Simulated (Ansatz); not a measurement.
Wanted: the native input for an Ansatz 0.2.0 run.

* Task: band structure
* Functional: PBE
* Potentials or basis: all-electron LAPW, relativistic spinors
* Cutoff: 230 eV (chosen from the basis error)
* Basis error allowed: 0.001 eV/atom
* k mesh: 6 × 6 × 6
* Occupations: fermi-dirac, width 0.05 eV
* Spin: spin-orbit coupling, no magnetisation

The system is Sb.

```xyz
2
Lattice="2.1542 1.2437 3.7580 -2.1542 1.2437 3.7580 0.0000 -2.4875 3.7580" Properties=species:S:1:pos:R:3 pbc="T T T"
Sb    0.0000    0.0000    8.6416
Sb    0.0000    0.0000    2.6324
```

One way to write it, as run:

input.yaml

```yaml
crystal:
  lattice:
    - [2.1542, 1.2437279499, 3.758]
    - [-2.1542, 1.2437279499, 3.758]
    - [0.0, -2.4874558998, 3.758]
  atoms:
    - { symbol: Sb, position: [0.76651, 0.76651, 0.76651] }
    - { symbol: Sb, position: [0.23349, 0.23349, 0.23349] }
kpoints:
  mp_grid: { grid: [6, 6, 6] }
  band_path:
    path:
      - [0.0, 0.0, 0.0]
      - [0.5, 0.0, 0.0]
      - [0.5, 0.2396873643, -0.2396873643]
    npoints: 6
scf:
  occupations: { method: fermi_dirac, width: 0.05 }
hamiltonian:
  xc: pbe
  pseudopotentials: { kind: all_electron, lapw: { basis_error: 0.001 } }
magnetization:
  noncollinear: true
  spin_orbit: true
output:
  forces: true
  stress: true
  eigenvalues: true
```

Potentials or basis: all-electron LAPW, relativistic spinors.

Command:

```console
$ ansatz run input.yaml --threads 1 --pin off --max-ram 3072MiB --backend cpu --events-out ev --progress --plain --runs-dir out
```

Results of the run:

The pressure is 2.8 GPa. The largest force is 0.072 eV/Å. The band gap along the path is none (metal or under the smearing width).

Caveat: the k mesh is thin for a metal, which can move the energy by tens of meV per atom.

Run time: 100 s on 1 thread of Intel(R) Xeon(R) Platinum 8175M CPU @ 2.50GHz (Skylake/Cascade Lake), with other jobs on the host, peak memory 0.55 GiB.
